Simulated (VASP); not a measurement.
# Se (R-3m) in VASP: notebook

One crystal, Se, is run at these levels: PBEsol; tasks: relaxation of cell and atoms.

All numbers are computed with VASP 6.6.1; they aren't measurements. Logs are shortened: lines on timing, memory, paths and dates and some standing lists are left out, and cuts for length are marked.

**1. Starting point**

Symmetry: R-3m, No. 166, trigonal system. Conventional cell: a = 3.850 Å, b = 3.850 Å, c = 2.645 Å, α = 90.00°, β = 90.00°, γ = 120.00°. Se (site symmetry -3m) is surrounded by 8 Se at 2.39 to 2.65 Å.

This isn't the form of Se at room conditions, which is trigonal, of chains.

**2. Relaxation of cell and atoms, PBEsol, target pressure 125 GPa, at which the enthalpy is minimised**

Input file INCAR:

```
SYSTEM = Se
ALGO     = Normal         ! electronic algorithm
EDIFF    = 1E-6           ! SCF threshold, eV
EDIFFG   = -0.01          ! ionic threshold
ENCUT    = 600            ! plane-wave cutoff, eV
GGA      = PS             ! functional
IBRION   = 2              ! ionic algorithm
ISIF     = 3              ! what is computed and relaxed
ISMEAR   = 0              ! smearing method
LASPH    = .TRUE.         ! aspherical terms in the spheres
LCHARG   = .FALSE.        ! write CHGCAR
LREAL    = .FALSE.        ! projectors in reciprocal space
LWAVE    = .FALSE.        ! write WAVECAR
NELM     = 80             ! most SCF steps
NSW      = 90             ! ionic steps
PREC     = Accurate       ! precision mode
PSTRESS  = 1250.0       
SIGMA    = 0.03           ! smearing width, eV
```

Input file KPOINTS:

```
k-points
0
G
  15 15 13
  0 0 0
```

Input file POSCAR:

```
Se
1.0
    1.9250000000      1.1113992682      0.8816666667
   -1.9250000000      1.1113992682      0.8816666667
    0.0000000000     -2.2227985364      0.8816666667
Se
1
Direct
    0.0000000000      0.0000000000      0.0000000000
```

Potentials or basis: VASP PAW PBE potentials, release 64 (Se).

The run is started by

```console
$ cat potpaw_PBE.64/Se/POTCAR > POTCAR
$ mpirun -np 1 vasp_std > vasp.out
```

OUTCAR:

```text
SYSTEM = Se
   EDIFF = 1E-6
   EDIFFG = -0.01
   ENCUT = 600
   GGA = PS
   IBRION = 2
   ISIF = 3
   ISMEAR = 0
   LASPH = .TRUE.
   LREAL = .FALSE.
   NELM = 80
   NSW = 90
   PREC = Accurate
   PSTRESS = 1250.0

 ion  position               nearest neighbor table
   1  0.000  0.000  0.000-

  LATTYP: Found a trigonal (rhomboedric) cell.
 ALAT       =     2.3912694211
 COS(alpha) =    -0.2960878603

  Lattice vectors:

 A1 = (   1.9250000000,   1.1113992682,   0.8816666667)
 A2 = (  -1.9250000000,   1.1113992682,   0.8816666667)
 A3 = (   0.0000000000,  -2.2227985364,   0.8816666667)

Analysis of symmetry for initial positions (statically):
=====================================================================
 Subroutine PRICEL returns:
 Original cell was already a primitive cell.

 Routine SETGRP: Setting up the symmetry group for a
 trigonal (rhombohedral) supercell.

 Subroutine GETGRP returns: Found 12 space group operations
 (whereof 12 operations were pure point group operations)
 out of a pool of 12 trial point group operations.

The static configuration has the point symmetry D_3d.

Analysis of symmetry for dynamics (positions and initial velocities):
=====================================================================
 Subroutine PRICEL returns:
 Original cell was already a primitive cell.

 Routine SETGRP: Setting up the symmetry group for a
 trigonal (rhombohedral) supercell.

 Subroutine GETGRP returns: Found 12 space group operations
 (whereof 12 operations were pure point group operations)
 out of a pool of 12 trial point group operations.

The dynamic configuration has the point symmetry D_3d.

 Subroutine INISYM returns: Found 12 space group operations
 (whereof 12 operations are pure point group operations),
 and found     1 'primitive' translations

----------------------------------------------------------------------------------------

                                     Primitive cell

  volume of cell :      11.3177

  direct lattice vectors                    reciprocal lattice vectors
     1.925000000  1.111399268  0.881666667     0.259740260  0.149961109  0.378071834
    -1.925000000  1.111399268  0.881666667    -0.259740260  0.149961109  0.378071834
     0.000000000 -2.222798536  0.881666667     0.000000000 -0.299922218  0.378071834

  length of vectors
     2.391269421  2.391269421  2.391269421     0.482588487  0.482588487  0.482588487

  position of ions in fractional coordinates (direct lattice)
     0.000000000  0.000000000  0.000000000
[... 114 lines left out ...]
   EFERMI_NEDOS =   21; number of points for ismear=-14 and -15
   IALGO  =     38    algorithm
   IMIX   =      4    mixing-type and parameters
     AMIX     =   0.40;   BMIX     =  1.00
     AMIX_MAG =   1.60;   BMIX_MAG =  1.00
  volume/ion in A,a.u.               =      11.32        76.38
  Fermi-wavevector in a.u.,A,eV,Ry     =   1.324971  2.503832 23.885687  1.755548
  Thomas-Fermi vector in A             =   2.454466
   LORBIT       =      0    0 simple, 1 ext, 2 COOP (PROOUT), +10 PAW based schemes
   GGA     = PS    functional components
   LHFCALC =     F    Hartree Fock is set to
   AEXX    =    0.0000 exact exchange contribution
   IVDW    =     0    specifies the selected vdW correction
   LEPSILON=     F    determine dielectric tensor
   LRPA    =     F    only Hartree local field effects (RPA)
 conjugate gradient relaxation of ions
 non-spin polarized calculation
 Gauss-broadening in eV      SIGMA  =   0.03
  energy-cutoff  :      600.00
  volume of cell :       11.32
 maximum number of plane-waves:       393
   NGX =  9   NGY =  9   NGZ =  9

--------------------------------------- Ionic step        1  -------------------------------------------

 number of electron       6.0000000 magnetization

 Free energy of the ion-electron system (eV)
  ---------------------------------------------------
  ext. energy  EPLUGINS =         0.00000000
  ---------------------------------------------------
  free energy    TOTEN  =        -1.06866906 eV

  energy without entropy =       -1.06841712  energy(sigma->0) =       -1.06854309

------------------------ aborting loop because EDIFF is reached ----------------------------------------

  FORCE on cell =-STRESS in cart. coord.  units (eV):
  Direction    XX          YY          ZZ          XY          YZ          ZX
  --------------------------------------------------------------------------------------
  -------------------------------------------------------------------------------------
  Total       10.8639488     10.8639488     10.5473764      0.0000000      0.0000000      0.0000000
  in kB     1537.9484621   1537.9484622   1493.1330701      0.0000000      0.0000000      0.0000000
  external PRESSURE =     273.0099981 kB  Pullay stress =    1250.0000000 kB
[... 24 lines left out ...]
--------------------------------------- Ionic step        2  -------------------------------------------

 number of electron       5.9999999 magnetization

 E-fermi :   9.9642     XC(G=0): -12.1988

 val. band max:        9.9636760338   @ k =  -0.2000  -0.2667   0.2308
 cond. band min:       9.9690591176   @ k =  -0.3333  -0.4000   0.2308
 fundamental gap:      0.0053830838
 Fermi energy:         9.9642163651

 k-point     1 :       0.0000    0.0000    0.0000
  band No.  band energies     occupation
      1      -9.7560      2.00000
      2      13.7001      0.00000
      3      15.2783      0.00000
      4      15.2783      0.00000
      5      21.9875      0.00000
      6      21.9875      0.00000
      7      23.2997      0.00000
[... 299 lines left out ...]
  energy  without entropy=       -1.5965185273  energy(sigma->0) =       -1.59660880

  enthalpy is  TOTEN    =         7.7160220420 eV   P V=        9.3127211233

[... ionic steps 4 to 20 ...]

--------------------------------------- Ionic step       21  -------------------------------------------

 number of electron       5.9999999 magnetization

------------------------ aborting loop because EDIFF is reached ----------------------------------------
[... 69 lines left out ...]
--------------------------------------- Ionic step       23  -------------------------------------------

 number of electron       5.9999999 magnetization

 Free energy of the ion-electron system (eV)
  ---------------------------------------------------
  ext. energy  EPLUGINS =         0.00000000
  ---------------------------------------------------
  free energy    TOTEN  =        -1.51912157 eV

  energy without entropy =       -1.51894567  energy(sigma->0) =       -1.51903362

 E-fermi :  13.9332     XC(G=0): -13.3015

 val. band max:       13.9178919107   @ k =  -0.2000   0.4000   0.2308
 cond. band min:      13.9432224412   @ k =  -0.2000   0.2000   0.1538
 fundamental gap:      0.0253305306
 Fermi energy:        13.9331947950

 k-point     1 :       0.0000    0.0000    0.0000
  band No.  band energies     occupation
      1      -9.0161      2.00000
      2      20.7627      0.00000
      3      20.7627      0.00000
      4      21.0380      0.00000
      5      27.6618      0.00000
      6      27.8244      0.00000
      7      27.8244      0.00000
[... 262 lines left out ...]
  energy  without entropy=       -1.5189456680  energy(sigma->0) =       -1.51903362

  enthalpy is  TOTEN    =         7.6976148212 eV   P V=        9.2167363908

 reached required accuracy - stopping structural energy minimisation
```

OSZICAR:

```text
N       E                     dE             d eps       ncg     rms          rms(c)
DAV:   1     0.124874754777E+02    0.12487E+02   -0.37713E+03 11200   0.893E+02
DAV:   2    -0.981138278923E+00   -0.13469E+02   -0.12927E+02 15365   0.925E+01
[... 148 lines left out ...]
DAV:   4    -0.153945583683E+01   -0.13619E-06   -0.53118E-06 13055   0.230E-02
  22 F= 0.76977923E+01 E0= 0.76978713E+01  d E =-.369030E-03
       N       E                     dE             d eps       ncg     rms          rms(c)
DAV:   1    -0.151924574928E+01    0.20210E-01   -0.96521E-03 13293   0.653E-01    0.775E-02
DAV:   2    -0.151916218844E+01    0.83561E-04   -0.20729E-04 13447   0.136E-01    0.466E-02
DAV:   3    -0.151912153869E+01    0.40650E-04   -0.10834E-04 13888   0.728E-02    0.747E-03
DAV:   4    -0.151912156961E+01   -0.30917E-07   -0.20530E-06 12369   0.142E-02
  23 F= 0.76976148E+01 E0= 0.76977028E+01  d E =-.546528E-03
```

Run time: 4.4 min. Hardware: 1 thread of Intel Xeon 6975P-C (Granite Rapids), shared host; peak memory 0.19 GiB.

Results:

```yaml
Free_energy: -1.5191 eV
Relaxed_volume: 11.81 Å³/atom
Relaxed_cell: a = 2.490 Å, b = 2.490 Å, c = 2.490 Å, α = 109.64°, β = 109.64°, γ = 109.64°
Space_group_after_relaxing_to_0.05_Å: Im-3m (No. 229)
Energy_change_on_relaxing_the_enthalpy_is_what_falls: -450.5 meV/atom
Ionic_steps: 23
Pressure_after_relaxing: 125.0 GPa
Band_gap_on_the_k_mesh: none (metal or under the smearing width)
```

Step by step:
```
step  energy change (eV)  largest force (eV/Å)  pressure (GPa)  volume (Å³)
   1              0.0000                0.0000          152.30        11.32
   2             -1.8785                0.0000           42.74        14.78
   3             -0.5280                0.0000          121.94        11.94
   4             -0.4779                0.0000          124.83        11.87
   5             -0.4692                0.0000          125.35        11.86
   6             -0.4672                0.0000          125.15        11.86
   7             -0.4618                0.0000          124.93        11.84
   8             -0.4405                0.0000          125.43        11.81
   9             -0.4373                0.0000          125.55        11.81
  10             -0.4362                0.0000          125.58        11.81
  11             -0.4339                0.0000          125.69        11.80
  12             -0.4298                0.0000          125.88        11.80
  13             -0.4211                0.0000          126.38        11.78
  14             -0.4006                0.0000          127.80        11.75
  15             -0.3318                0.0000          131.74        11.68
  16             -0.3894                0.0000          128.57        11.74
  17             -0.4005                0.0000          127.86        11.75
  18             -0.4104                0.0000          127.22        11.76
  19             -0.4132                0.0000          127.05        11.77
  20             -0.4191                0.0000          126.73        11.77
  21             -0.4366                0.0000          125.81        11.80
  22             -0.4708                0.0000          123.83        11.84
  23             -0.4505                0.0000          125.03        11.81
```

Final structure:
```xyz
1
Lattice="2.0355 1.1752 0.8231 -2.0355 1.1752 0.8231 0.0000 -2.3504 0.8231" Properties=species:S:1:pos:R:3 pbc="T T T"
Se    0.0000    0.0000    0.0000
```

Levels at points of the mesh, in eV from the Fermi level:
| k point | band 1 | band 2 | band 3 | band 4 | band 5 | band 6 | band 7 |
| --- | --- | --- | --- | --- | --- | --- | --- |
| (0.00, 0.00, 0.00) | -22.95 | 6.83 | 6.83 | 7.10 | 13.73 | 13.89 | 13.89 |

Caveat: the cell is relaxed towards a set pressure, so the enthalpy falls and the energy may rise; the PAW data sets were made with another functional, which shifts forces and pressure a little.

(Continued in part 2 of 2.)
